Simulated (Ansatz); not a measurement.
Tl in several cubic structure types, each at its own equilibrium volume.

Theory: PBE, plane waves, PAW datasets (generated soft set 1) in Ansatz 0.2.0 development build.

Settings: cutoff 420 eV; no spin polarisation; Fermi–Dirac smearing of 0.0612 eV; k-meshes 39³ (bcc), 38³ (fcc).

**Question.** Rank the structures by energy per atom, lowest first.
A. bcc
B. fcc

**Answer.** A (0.0 meV/atom), B (14.1 meV/atom).

**Question.** Give the equilibrium volume and bulk modulus of each.

**Answer.** 
| structure | V₀ (Å³/atom) | B₀ (GPa) |
| --- | --- | --- |
| bcc | 31.39 | 26 |
| fcc | 31.12 | 27 |

Only these cubic types are compared here; the real ground state can be another structure or magnetic.

Model structures, not the usual forms at ambient conditions (metastable or hypothetical): Tl (bcc type), Tl (fcc type). Spin–orbit coupling is left out, which matters for 6p elements such as Tl, Pb and Bi.
